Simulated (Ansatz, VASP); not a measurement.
## Sc: VASP beside Ansatz

```
Sc
1.0
    -2.02393    2.02393    1.54123
     2.02393   -2.02393    1.54123
     2.02393    2.02393   -1.54123
Sc
1
Direct
  0.00000 0.00000 0.00000
```

Alike in both runs: task single point; functional PBE; k mesh 20 × 20 × 20; occupations gaussian, width 0.15 eV; no spin polarisation.

```csv
,VASP,Ansatz
version,VASP 6.6.1,Ansatz 0.2.0
potentials or method,"VASP PAW PBE potentials, release 64 (Sc_sv)","scalar-relativistic, plane waves, PAW"
plane-wave cutoff (eV),520,420
valence electrons in the cell,11,11
```

```tsv
	VASP	Ansatz	Ansatz less VASP
gap on the k mesh at the Fermi level (eV)	none	none	-
pressure (GPa)	-0.3	-0.3	-0.01
largest component of the traceless stress (GPa)	6.43	6.43	+0.002
```

A gap of «none» marks a metal or a gap that the smearing closes.
